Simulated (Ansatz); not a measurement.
Ge3N4: field gradients at two levels of theory

Cell: a Materials Project structure (computed, not necessarily an observed phase), its atoms then relaxed with PBE in this cell.

Space group P6_3/m (No. 176); a = 8.0509, c = 3.0835 Å, γ = 120.00°.

| site | Wyckoff | site symmetry | x | y | z |
| --- | --- | --- | --- | --- | --- |
| Ge | 6h | m.. | 0.8314 | 0.2379 | 0.7500 |
| N7 | 2c | -6.. | 0.6667 | 0.3333 | 0.7500 |
| N9 | 6h | m.. | 0.6702 | 0.9751 | 0.7500 |

One atom of each set is listed.

First run. All values are calculated (Ansatz; DFT, PBE, plane waves and PAW, scalar-relativistic, 420 eV cutoff, Γ-centred 4×4×9 k-points, Fermi–Dirac smearing 0.02 eV), not measured.

```tsv
site	V_zz (10²¹ V/m²)	η
Ge	2.66	0.45
N7	-7.98	0.00
N9	-8.06	0.07
```

Second run. The same atoms and settings, except that the functional is r2SCAN and the cutoff is 500 eV.

(1) Given the first result, estimate the second.

## Answers

(1) 

| site | V_zz | η | change of V_zz |
| --- | --- | --- | --- |
| Ge | 2.77 | 0.41 | +0.11 |
| N7 | -8.04 | 0.00 | -0.06 |
| N9 | -8.09 | 0.08 | -0.03 |

The largest change of V_zz is on Ge, from 2.66 to 2.77. In per cent, |V_zz| changes by +4 on Ge, 0 to +1 on N (all sites that start above 0.5).

For the first run: At this cell the PBE pressure is 5 GPa, so with PBE the cell would grow if it were relaxed. The entry's cell may itself be off.
